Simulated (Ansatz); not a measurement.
The system is ZnO (zincite).

```
Zn O
1.0
     3.24931    0.00000    0.00000
    -1.62465    2.81398    0.00000
     0.00000    0.00000    5.20571
Zn O
2 2
Direct
  0.66667 0.33333 0.00000
  0.33333 0.66667 0.50000
  0.33333 0.66667 0.87901
  0.66667 0.33333 0.37901
```

Below is the output of Ansatz 0.2.0 for this cell. Logs are shortened: lines on timing, memory, paths and dates and some standing lists are left out, and cuts for length are marked.

```text
Warning: RAYON_NUM_THREADS=2 ignored (pool sized by the plan → 2); use --threads N
Engine: ansatz 0.2.0, x86_64-unknown-linux-gnu
Pseudopotentials: kind: paw
Pseudopotential: Zn, paw, valence charge 12, recommended cutoff 420 eV (normal), Zn.paw.azcp
Pseudopotential: O, paw, valence charge 6, recommended cutoff 420 eV (normal), O.paw.azcp
Functional definition: PBE
  parameter kappa = 0.804
  parameter beta = 0.06672455060314922
  exchange = pbe_x(kappa = kappa, mu = beta*pi^2/3)
  correlation = pbe_c(beta = beta)
Crystal: 4 atoms, lattice volume = 47.598 Å³
Basis set: ecut = 420 eV, 941 PW (Γ), exchange–correlation on 48×48×72 points (8 copies of the dense FFT grid, shifted against one another)
Bands: 22, of which v1, the nominal top of the filled ones, is band 18 counted from 1 (17 counted from 0)
Symmetry: 12 space group operations
Space group: P63mc (ITA 186), of the structure as read, at distance tolerance 3.6e-5 Å
k-points: 36 of 405 (time reversal used)
Non-local potential: Zn, projectors of the file, l = 0: 2, l = 1: 2, l = 2: 3, l = 3: 1
Non-local potential: O, projectors of the file, l = 0: 2, l = 1: 2, l = 2: 1
PAW form: soft (Blöchl's): semilocal exchange-correlation on the pseudo side does not see the compensation charge
PAW one-centre angular grid: Zn, 590 points (default); XC on 64 Gauss nodes
PAW one-centre angular grid: O, 110 points (default); XC on 64 Gauss nodes
Initial density: superposition of atomic densities (neutral atoms: chi_scale 0, normalization atom), corrected by the library's trained network
Initial wavefunctions: pseudopotential atomic-orbital guess
Functional: x = pbe(κ = 0.804, μ = 0.2195149727645171), c = pbe(β = 0.06672455060314922)
SCF iter   1: F=—  HF=-7773.665034 eV  |F-HF|=—  |Δ(HF+E_count)|=         —  Δρ=6.59e-4  dr2=6.16e-5  ethr=1.77e-3  ⟨swp⟩=6.0  Hψ=3610  notcnv=0
preconditioner: auto → Resta (q_TF=auto, 2.604 Å⁻¹)  ε∞=7.5  [insulator: Δε(μ)=0.806 eV  Ē_g=12.691 eV  σ=0.013 eV  W_gap=1.00  n_scr=22 (ndim 8)  ℏωp=32.3 eV  f_vac=0.035  D(μ)=0.00/eV (n_scr^D=0)  ε∞_Penn≈7.5]
SCF iter   2: F=—  HF=-7773.666244 eV  |F-HF|=—  |Δ(HF+E_count)|=   1.21e-3  Δρ=4.12e-4  dr2=2.70e-5  ethr=1.71e-7  ⟨swp⟩=2.9  Hψ=2172  notcnv=0
SCF iter   3: F=—  HF=-7773.666320 eV  |F-HF|=—  |Δ(HF+E_count)|=   7.65e-5  Δρ=2.38e-4  dr2=1.18e-5  ethr=7.50e-8  ⟨swp⟩=2.0  Hψ=1368  notcnv=0
SCF iter   4: F=—  HF=-7773.666358 eV  |F-HF|=—  |Δ(HF+E_count)|=   3.76e-5  Δρ=1.06e-4  dr2=2.28e-6  ethr=3.27e-8  ⟨swp⟩=2.0  Hψ=1338  notcnv=0
SCF iter   5: F=—  HF=-7773.666366 eV  |F-HF|=—  |Δ(HF+E_count)|=   8.61e-6  Δρ=2.86e-5  dr2=2.10e-7  ethr=6.33e-9  ⟨swp⟩=2.0  Hψ=1380  notcnv=0
SCF iter   6: F=-7773.666367 eV  HF=-7773.666367 eV  |F-HF|=3.46e-8  |Δ(HF+E_count)|=   6.71e-7  Δρ=1.52e-5  dr2=7.97e-8  ethr=2.78e-10  ⟨swp⟩=9.0  Hψ=5978  notcnv=0
SCF 1 converged in 6 iterations: F = -7773.666367 eV  dr2 = 7.97e-8
  greatest PAW one-centre occupation: 0.987 electrons in one spin orbital (limit 2), on the Zn atom at site 0 (counted from 0), in its partial waves of l = 2
SCF converged after 6 iterations
Free energy (F): -7773.666367 eV
Harris-Foulkes:  -7773.666367 eV  (|F-HF|=3.46e-8)
Internal energy: -7773.666367 eV  (E = F + TS)
E sigma→0 (E₀):  -7773.666367 eV
Fermi energy:    7.624015 eV
--- Per-component energies (eV) ---
  E_band       = 65.615260
  E_kinetic    = 611.974957
  E_local      = -4003.455497  (includes V_loc(G=0)·N_el)
  E_nonlocal   = 1335.429411
  E_hartree    = 1645.557067
  E_xc         = -420.048978
  E_vxc        = -289.987086  (∫ρ·V_xc dr)
  E_paw        = -3980.532826  (= ΣΔE_a)
  E_vpaw       = -879.460994  (= ΣTr[D̂ρ^β])
  E_aug_tail   = 0.004244  (compensation charges beyond the density's cutoff)
  E_ewald      = -2962.594745
  E_smearing   = -0.000000  (= −TS)
  E_closure    = -0.000000  (closes the sum)
  Σ components = -7773.666367   (vs F -7773.666367, Δ=0.00e0)
--- Forces (eV/Å), atoms counted from 1 ---
  atom   1  Zn    -0.00000000     0.00000000    -0.06997553
  atom   2  Zn     0.00000000    -0.00000000    -0.06997553
  atom   3  O     -0.00000000     0.00000000     0.06994193
  atom   4  O      0.00000000    -0.00000000     0.06994193
  max |Σ_I F_I| component: 6.72e-5 eV/Å
--- Stress (GPa, compression-positive) ---
        4.347660       0.000000      -0.000000
        0.000000       4.347660      -0.000000
       -0.000000       0.000000       6.050579
  P = ⅓ Tr σ = 4.9153 GPa (49.153 kbar)
--- Band table (eV; the first three rows and the last of 36) ---
  k-point 0: bands = ["-10.8513", "-10.1177", "1.5263", "1.5263", "1.5655", "1.6115", "1.7236", "1.7236", "2.6961", "2.6961", "2.9097", "2.9097", "3.1768", "6.4114", "6.4114", "7.1491", "7.2216", "7.2216", "8.0263", "12.4528", "15.4876", "20.0994"]
  k-point 1: bands = ["-10.7848", "-10.1914", "1.4520", "1.4933", "1.5363", "1.5363", "1.6948", "1.6948", "2.7241", "2.7241", "2.8980", "2.8980", "3.6141", "6.4384", "6.4903", "6.4903", "7.1457", "7.1457", "8.8639", "12.1200", "15.7887", "20.0909"]
  k-point 2: bands = ["-10.6071", "-10.3806", "1.3075", "1.3540", "1.5709", "1.5709", "1.6309", "1.6309", "2.7902", "2.7902", "2.8573", "2.8573", "4.5067", "5.4819", "6.6958", "6.6958", "6.9463", "6.9463", "10.0893", "11.2528", "16.6822", "18.1722"]
  k-point 35: bands = ["-9.9911", "-9.9911", "1.5246", "1.5246", "1.6454", "1.8476", "2.2872", "2.2872", "2.6870", "2.7239", "3.1932", "3.1932", "3.5445", "3.5445", "4.2449", "4.8439", "5.9328", "5.9328", "15.1701", "15.1834", "15.1834", "15.2940"]
```

Write the input and the command behind it.

Single point with PBE, no spin polarisation. The files as run (others can give the same):

input.yaml
```yaml
crystal:
  lattice:
    - [3.249308, 0.0, 0.0]
    - [-1.624654, 2.8139832727, 0.0]
    - [0.0, 0.0, 5.205709]
  atoms:
    - { symbol: Zn, position: [0.6666666667, 0.3333333333, 0.0] }
    - { symbol: Zn, position: [0.3333333333, 0.6666666667, 0.5] }
    - { symbol: O, position: [0.3333333333, 0.6666666667, 0.87901] }
    - { symbol: O, position: [0.6666666667, 0.3333333333, 0.37901] }
hamiltonian:
  xc: pbe
  pseudopotentials: { kind: paw }
kpoints:
  mp_grid: { grid: [9, 9, 5] }
scf:
  occupations: { method: gaussian, width: 0.013 }
output:
  forces: true
  stress: true
  eigenvalues: true
  write_density: true
  write_potential: true
  elf: true
  volumetric_format: npy
```

Potentials or basis: Ansatz PAW.
Command:
```console
$ ansatz run input.yaml --threads 2 --pin off --max-ram 5632MiB --backend cpu --events-out ev --progress --plain --runs-dir out
```

Caveat: odd divisions of the mesh miss points on the zone boundary, where band edges often lie, so the gap on the mesh can be too wide; the pressure holds a Pulay correction of +0.7 GPa for the finite cutoff.
